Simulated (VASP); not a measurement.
# Al (a cell with a defect) in VASP: notebook

One crystal, Al (a cell with a defect), is run at these levels: LDA, r2SCAN, PBEsol; tasks: relaxation of the atoms.

Program: VASP 6.6.1. These are calculated values, not measurements. Logs are shortened: lines on timing, memory, paths and dates and some standing lists are left out, and cuts for length are marked.

### Step 1. The crystal as given

The cell holds a defect, 31 atoms: a = 7.966 Å, b = 7.966 Å, c = 7.966 Å, α = 90.00°, β = 90.00°, γ = 90.00°.

The cell was built by a generator and needn't be a form met in nature.

### Step 2. Relaxation of the atoms, LDA

INCAR reads:

```
ALGO = Normal
EDIFF = 1E-6
EDIFFG = -0.01
ENCUT = 320
IBRION = 2
ISIF = 2
ISMEAR = -1
LASPH = T
LCHARG = F
LREAL = F
LWAVE = F
NELM = 60
NSW = 40
PREC = Accurate
SIGMA = 0.05
```

KPOINTS reads:

```
k-points
0
Gamma
  6 6 6
```

POSCAR reads:

```
Al
1.0
    7.9660000000      0.0000000000      0.0000000000
    0.0000000000      7.9660000000      0.0000000000
    0.0000000000      0.0000000000      7.9660000000
Al
31
Direct
    0.0000000000      0.0000000000      0.5000000000
    0.0000000000      0.5000000000      0.0000000000
    0.0000000000      0.5000000000      0.5000000000
    0.5000000000      0.0000000000      0.0000000000
    0.5000000000      0.0000000000      0.5000000000
    0.5000000000      0.5000000000      0.0000000000
    0.5000000000      0.5000000000      0.5000000000
    0.0000000000      0.2500000000      0.2500000000
    0.0000000000      0.2500000000      0.7500000000
    0.0000000000      0.7500000000      0.2500000000
    0.0000000000      0.7500000000      0.7500000000
    0.5000000000      0.2500000000      0.2500000000
    0.5000000000      0.2500000000      0.7500000000
    0.5000000000      0.7500000000      0.2500000000
    0.5000000000      0.7500000000      0.7500000000
    0.2500000000      0.0000000000      0.2500000000
    0.2500000000      0.0000000000      0.7500000000
    0.2500000000      0.5000000000      0.2500000000
    0.2500000000      0.5000000000      0.7500000000
    0.7500000000      0.0000000000      0.2500000000
    0.7500000000      0.0000000000      0.7500000000
    0.7500000000      0.5000000000      0.2500000000
    0.7500000000      0.5000000000      0.7500000000
    0.2500000000      0.2500000000      0.0000000000
    0.2500000000      0.2500000000      0.5000000000
    0.2500000000      0.7500000000      0.0000000000
    0.2500000000      0.7500000000      0.5000000000
    0.7500000000      0.2500000000      0.0000000000
    0.7500000000      0.2500000000      0.5000000000
    0.7500000000      0.7500000000      0.0000000000
    0.7500000000      0.7500000000      0.5000000000
```

Potentials or basis: VASP PAW LDA potentials, release 64 (Al).

The run is started by

```console
> cat potpaw_LDA.64/Al/POTCAR > POTCAR
> mpirun -np 1 vasp_std > vasp.out
```

OUTCAR:

```text
EDIFF = 1E-6
   EDIFFG = -0.01
   ENCUT = 320
   IBRION = 2
   ISIF = 2
   ISMEAR = -1
   LASPH = T
   LREAL = F
   NELM = 60
   NSW = 40
   PREC = Accurate

 ion  position               nearest neighbor table
   1  0.000  0.000  0.500-   8 2.82   9 2.82  10 2.82  11 2.82  16 2.82  17 2.82  20 2.82  21 2.82
                            25 2.82  27 2.82  29 2.82  31 2.82
   2  0.000  0.500  0.000-   8 2.82   9 2.82  10 2.82  11 2.82  18 2.82  19 2.82  22 2.82  23 2.82
                            24 2.82  26 2.82  28 2.82  30 2.82
   3  0.000  0.500  0.500-   8 2.82   9 2.82  10 2.82  11 2.82  18 2.82  19 2.82  22 2.82  23 2.82
                            25 2.82  27 2.82  29 2.82  31 2.82
   4  0.500  0.000  0.000-  12 2.82  13 2.82  14 2.82  15 2.82  16 2.82  17 2.82  20 2.82  21 2.82
                            24 2.82  26 2.82  28 2.82  30 2.82
   5  0.500  0.000  0.500-  12 2.82  13 2.82  14 2.82  15 2.82  16 2.82  17 2.82  20 2.82  21 2.82
                            25 2.82  27 2.82  29 2.82  31 2.82
   6  0.500  0.500  0.000-  12 2.82  13 2.82  14 2.82  15 2.82  18 2.82  19 2.82  22 2.82  23 2.82
                            24 2.82  26 2.82  28 2.82  30 2.82
   7  0.500  0.500  0.500-  12 2.82  13 2.82  14 2.82  15 2.82  18 2.82  19 2.82  22 2.82  23 2.82
                            25 2.82  27 2.82  29 2.82  31 2.82
   8  0.000  0.250  0.250-   1 2.82   2 2.82   3 2.82  16 2.82  18 2.82  20 2.82  22 2.82  24 2.82
                            25 2.82  28 2.82  29 2.82
   9  0.000  0.250  0.750-   1 2.82   2 2.82   3 2.82  17 2.82  19 2.82  21 2.82  23 2.82  24 2.82
[... 31 lines left out ...]
  25  0.250  0.250  0.500-   1 2.82   3 2.82   5 2.82   7 2.82   8 2.82   9 2.82  12 2.82  13 2.82
                            16 2.82  17 2.82  18 2.82  19 2.82
  26  0.250  0.750  0.000-   2 2.82   4 2.82   6 2.82  10 2.82  11 2.82  14 2.82  15 2.82  16 2.82
                            17 2.82  18 2.82  19 2.82
  27  0.250  0.750  0.500-   1 2.82   3 2.82   5 2.82   7 2.82  10 2.82  11 2.82  14 2.82  15 2.82
                            16 2.82  17 2.82  18 2.82  19 2.82
  28  0.750  0.250  0.000-   2 2.82   4 2.82   6 2.82   8 2.82   9 2.82  12 2.82  13 2.82  20 2.82
                            21 2.82  22 2.82  23 2.82
  29  0.750  0.250  0.500-   1 2.82   3 2.82   5 2.82   7 2.82   8 2.82   9 2.82  12 2.82  13 2.82
                            20 2.82  21 2.82  22 2.82  23 2.82
  30  0.750  0.750  0.000-   2 2.82   4 2.82   6 2.82  10 2.82  11 2.82  14 2.82  15 2.82  20 2.82
                            21 2.82  22 2.82  23 2.82
  31  0.750  0.750  0.500-   1 2.82   3 2.82   5 2.82   7 2.82  10 2.82  11 2.82  14 2.82  15 2.82
                            20 2.82  21 2.82  22 2.82  23 2.82

  LATTYP: Found a simple cubic cell.
 ALAT       =     7.9660000000

  Lattice vectors:

 A1 = (   7.9660000000,   0.0000000000,   0.0000000000)
 A2 = (   0.0000000000,   7.9660000000,   0.0000000000)
 A3 = (   0.0000000000,   0.0000000000,   7.9660000000)

Analysis of symmetry for initial positions (statically):
=====================================================================
 Subroutine PRICEL returns:
 Original cell was already a primitive cell.

 Routine SETGRP: Setting up the symmetry group for a
 simple cubic supercell.

 Subroutine GETGRP returns: Found 48 space group operations
 (whereof 48 operations were pure point group operations)
 out of a pool of 48 trial point group operations.

The static configuration has the point symmetry O_h .

Analysis of symmetry for dynamics (positions and initial velocities):
=====================================================================
 Subroutine PRICEL returns:
 Original cell was already a primitive cell.

 Routine SETGRP: Setting up the symmetry group for a
 simple cubic supercell.

 Subroutine GETGRP returns: Found 48 space group operations
 (whereof 48 operations were pure point group operations)
 out of a pool of 48 trial point group operations.

The dynamic configuration has the point symmetry O_h .

 Subroutine INISYM returns: Found 48 space group operations
 (whereof 48 operations are pure point group operations),
 and found     1 'primitive' translations

----------------------------------------------------------------------------------------

                                     Primitive cell

  volume of cell :     505.4997

  direct lattice vectors                    reciprocal lattice vectors
     7.966000000  0.000000000  0.000000000     0.125533517  0.000000000  0.000000000
     0.000000000  7.966000000  0.000000000     0.000000000  0.125533517  0.000000000
     0.000000000  0.000000000  7.966000000     0.000000000  0.000000000  0.125533517

  length of vectors
     7.966000000  7.966000000  7.966000000     0.125533517  0.125533517  0.125533517

  position of ions in fractional coordinates (direct lattice)
     0.000000000  0.000000000  0.500000000
     0.000000000  0.500000000  0.000000000
     0.000000000  0.500000000  0.500000000
     0.500000000  0.000000000  0.000000000
     0.500000000  0.000000000  0.500000000
     0.500000000  0.500000000  0.000000000
[... 23 lines left out ...]
     0.750000000  0.750000000  0.000000000
     0.750000000  0.750000000  0.500000000

  ion indices of the primitive-cell ions
   primitive index   ion index
                 1           1
                 2           2
                 3           3
                 4           4
                 5           5
                 6           6
[... 23 lines left out ...]
                30          30
                31          31

----------------------------------------------------------------------------------------

 KPOINTS: k-points

Automatic generation of k-mesh.
 Grid dimensions read from file:
 generate k-points for:    6    6    6

 Generating k-lattice:

  Cartesian coordinates                     Fractional coordinates (reciprocal lattice)
     0.020922253  0.000000000  0.000000000     0.166666667  0.000000000  0.000000000
     0.000000000  0.020922253  0.000000000     0.000000000  0.166666667  0.000000000
     0.000000000  0.000000000  0.020922253     0.000000000  0.000000000  0.166666667

  Length of vectors
     0.020922253  0.020922253  0.020922253

  Shift w.r.t. Gamma in fractional coordinates (k-lattice)
     0.000000000  0.000000000  0.000000000

 Subroutine IBZKPT returns following result:
 ===========================================

 Found     20 irreducible k-points:

 Following reciprocal coordinates:
            Coordinates               Weight
  0.000000  0.000000  0.000000      1.000000
  0.166667  0.000000  0.000000      6.000000
  0.333333  0.000000  0.000000      6.000000
  0.500000  0.000000  0.000000      3.000000
  0.166667  0.166667  0.000000     12.000000
  0.333333  0.166667  0.000000     24.000000
[... 12 lines left out ...]
  0.500000  0.500000  0.333333      6.000000
  0.500000  0.500000  0.500000      1.000000
   k-points           NKPTS =     20   k-points in BZ     NKDIM =     20   number of bands    NBANDS=     62
   number of dos      NEDOS =    301   number of ions     NIONS =     31
   total plane-waves  NPLWV = 110592
   dimension x,y,z NGX =    48 NGY =   48 NGZ =   48
   dimension x,y,z NGXF=    96 NGYF=   96 NGZF=   96
   ions per type =              31
   NGX,Y,Z   is equivalent  to a cutoff of  10.02, 10.02, 10.02 a.u.
   NGXF,Y,Z  is equivalent  to a cutoff of  20.03, 20.03, 20.03 a.u.
 SYSTEM =  unknown system
   PREC   = accura    normal or accurate (medium, high low for compatibility)
   ISTART =      0    job   : 0-new  1-cont  2-samecut
   ICHARG =      2    charge: 1-file 2-atom 10-const
   ISPIN  =      1    spin polarized calculation?
   LNONCOLLINEAR =      F non collinear calculations
   LSORBIT =      F    spin-orbit coupling
   LASPH  =      T    aspherical Exc in radial PAW
   ENCUT  =  320.0 eV  23.52 Ry    4.85 a.u.  11.62 11.62 11.62*2*pi/ulx,y,z
   NELM   =     60;   NELMIN=  2; NELMDL= -5     # of ELM steps
   EDIFF  = 0.1E-05   stopping-criterion for ELM
   LREAL  =      F    real-space projection
   EDIFFG = -.1E-01   stopping-criterion for IOM
   NSW    =     40    number of steps for IOM
   IBRION =      2    ionic relax: 0-MD 1-quasi-New 2-CG
   NFREE  =      1    steps in history (QN), initial steepest desc. (CG)
   ISIF   =      2    stress and relaxation
   ISYM   =      2    0-nonsym 1-usesym 2-fastsym
   POTIM  = 0.5000    time-step for ionic-motion
   TEBEG  =    0.0;   TEEND  =   0.0 temperature during run
   PSTRESS=    0.0 pullay stress
   NELECT =      93.0000    total number of electrons
   NUPDOWN=      -1.0000    fix difference up-down
   EMIN   =  10.00;   EMAX   =-10.00  energy-range for DOS
   EFERMI =   0.00;   METHOD = LEGACY
   ISMEAR =    -1;   SIGMA  =   0.05  broadening in eV -4-tet -1-fermi 0-gaus
   EFERMI_NEDOS =   21; number of points for ismear=-14 and -15
   IALGO  =     38    algorithm
   IMIX   =      4    mixing-type and parameters
     AMIX     =   0.40;   BMIX     =  1.00
     AMIX_MAG =   1.60;   BMIX_MAG =  1.00
  volume/ion in A,a.u.               =      16.31       110.04
  Fermi-wavevector in a.u.,A,eV,Ry     =   0.931098  1.759521 11.795489  0.866944
  Thomas-Fermi vector in A             =   2.057556
   LORBIT       =      0    0 simple, 1 ext, 2 COOP (PROOUT), +10 PAW based schemes
   GGA     = CA    functional components
   LHFCALC =     F    Hartree Fock is set to
   AEXX    =    0.0000 exact exchange contribution
   IVDW    =     0    specifies the selected vdW correction
   LEPSILON=     F    determine dielectric tensor
   LRPA    =     F    only Hartree local field effects (RPA)
 conjugate gradient relaxation of ions
 non-spin polarized calculation
  energy-cutoff  :      320.00
  volume of cell :      505.50
 maximum number of plane-waves:      6704
 NGX is ok and might be reduce to    48
   NGX = 23   NGY = 23   NGZ = 23

--------------------------------------- Ionic step        1  -------------------------------------------

 number of electron      93.0000008 magnetization

 Free energy of the ion-electron system (eV)
  ---------------------------------------------------
  ext. energy  EPLUGINS =         0.00000000
  ---------------------------------------------------
  free energy    TOTEN  =      -129.09598041 eV

  energy without entropy =     -128.98998657  energy(sigma->0) =     -129.04298349

------------------------ aborting loop because EDIFF is reached ----------------------------------------

  FORCE on cell =-STRESS in cart. coord.  units (eV):
  Direction    XX          YY          ZZ          XY          YZ          ZX
  --------------------------------------------------------------------------------------
  -------------------------------------------------------------------------------------
  Total       -1.6300256     -1.6300256     -1.6300256      0.0000000      0.0000000      0.0000000
  in kB       -5.1663534     -5.1663534     -5.1663534      0.0000000      0.0000000      0.0000000
  external PRESSURE =      -5.1663534 kB  Pullay stress =       0.0000000 kB
[... 247 lines left out ...]
--------------------------------------- Ionic step        5  -------------------------------------------

 number of electron      93.0000005 magnetization

 Free energy of the ion-electron system (eV)
  ---------------------------------------------------
  ext. energy  EPLUGINS =         0.00000000
  ---------------------------------------------------
  free energy    TOTEN  =      -129.16064068 eV

  energy without entropy =     -129.05124370  energy(sigma->0) =     -129.10594219

 E-fermi :   7.8785     XC(G=0): -10.3626

 val. band max:        7.8612319888   @ k =   0.1667   0.0000   0.0000
 cond. band min:       7.8805757535   @ k =   0.5000   0.3333   0.0000
 fundamental gap:      0.0193437647
 Fermi energy:         7.8785428703

 k-point     1 :       0.0000    0.0000    0.0000
  band No.  band energies     occupation
      1      -3.3651      2.00000
      2      -1.1483      2.00000
      3      -1.1483      2.00000
      4      -1.0988      2.00000
      5      -1.0988      2.00000
      6      -1.0988      2.00000
[... 1209 lines left out ...]
     57      11.4143      0.00000
     58      11.4173      0.00000
 [bands above 58 left out]

------------------------ aborting loop because EDIFF is reached ----------------------------------------

  FORCE on cell =-STRESS in cart. coord.  units (eV):
  Direction    XX          YY          ZZ          XY          YZ          ZX
  --------------------------------------------------------------------------------------
  -------------------------------------------------------------------------------------
  Total       -2.0850378     -2.0850378     -2.0850378     -0.0000000      0.0000000      0.0000000
  in kB       -6.6085110     -6.6085110     -6.6085110     -0.0000000      0.0000000      0.0000000
  external PRESSURE =      -6.6085110 kB  Pullay stress =       0.0000000 kB
[... 46 lines left out ...]
  FREE ENERGIE OF THE ION-ELECTRON SYSTEM (eV)
  ---------------------------------------------------
  free  energy   TOTEN  =      -129.1606406824 eV

  energy  without entropy=     -129.0512437010  energy(sigma->0) =     -129.10594219

 reached required accuracy - stopping structural energy minimisation
```

Run time: 9.7 min. Hardware: 1 thread of AMD EPYC 9R45 (Zen 5), shared host; peak memory 0.34 GiB.

Results:

- Free energy: -129.1606 eV
- Energy gained by relaxing: 2.1 meV/atom
- Ionic steps: 5
- Pressure after relaxing: -0.7 GPa
- Band gap on the k mesh: none (metal or under the smearing width)

Forces on the atoms (eV/Å):
```
Al   0.000  0.000  0.000
Al   0.000  0.000  0.000
Al   0.000  0.000  0.000
Al   0.000  0.000  0.000
Al   0.000  0.000  0.000
Al   0.000  0.000  0.000
Al   0.000  0.000  0.000
Al   0.000  0.002  0.002
Al   0.000  0.002 -0.002
Al   0.000 -0.002  0.002
Al   0.000 -0.002 -0.002
Al   0.000 -0.001 -0.001
Al   0.000 -0.001  0.001
Al   0.000  0.001 -0.001
Al   0.000  0.001  0.001
Al   0.002  0.000  0.002
Al   0.002  0.000 -0.002
Al  -0.001  0.000 -0.001
Al  -0.001  0.000  0.001
Al  -0.002  0.000  0.002
Al  -0.002  0.000 -0.002
Al   0.001  0.000 -0.001
Al   0.001  0.000  0.001
Al   0.002  0.002  0.000
Al  -0.001 -0.001  0.000
Al   0.002 -0.002  0.000
Al  -0.001  0.001  0.000
Al  -0.002  0.002  0.000
Al   0.001 -0.001  0.000
Al  -0.002 -0.002  0.000
Al   0.001  0.001  0.000
```

The path:
| step | energy change (eV) | largest force (eV/Å) | pressure (GPa) |
| --- | --- | --- | --- |
| 1 | 0.0000 | 0.2427 | -0.52 |
| 2 | -0.0299 | 0.1762 | -0.57 |
| 3 | -0.0611 | 0.0597 | -0.65 |
| 4 | -0.0635 | 0.0339 | -0.65 |
| 5 | -0.0647 | 0.0026 | -0.66 |

Final structure:
```
Al
1.0
     7.96600    0.00000    0.00000
     0.00000    7.96600    0.00000
     0.00000    0.00000    7.96600
Al
31
Direct
  0.00000 0.00000 0.50000
  0.00000 0.50000 0.00000
  0.00000 0.50000 0.50000
  0.50000 0.00000 0.00000
  0.50000 0.00000 0.50000
  0.50000 0.50000 0.00000
  0.50000 0.50000 0.50000
  0.00000 0.24600 0.24600
  0.00000 0.24600 0.75400
  0.00000 0.75400 0.24600
  0.00000 0.75400 0.75400
  0.50000 0.24971 0.24971
  0.50000 0.24971 0.75029
  0.50000 0.75029 0.24971
  0.50000 0.75029 0.75029
  0.24600 0.00000 0.24600
  0.24600 0.00000 0.75400
  0.24971 0.50000 0.24971
  0.24971 0.50000 0.75029
  0.75400 0.00000 0.24600
  0.75400 0.00000 0.75400
  0.75029 0.50000 0.24971
  0.75029 0.50000 0.75029
  0.24600 0.24600 0.00000
  0.24971 0.24971 0.50000
  0.24600 0.75400 0.00000
  0.24971 0.75029 0.50000
  0.75400 0.24600 0.00000
  0.75029 0.24971 0.50000
  0.75400 0.75400 0.00000
  0.75029 0.75029 0.50000
```

(Part 1 of 2 ends here.)
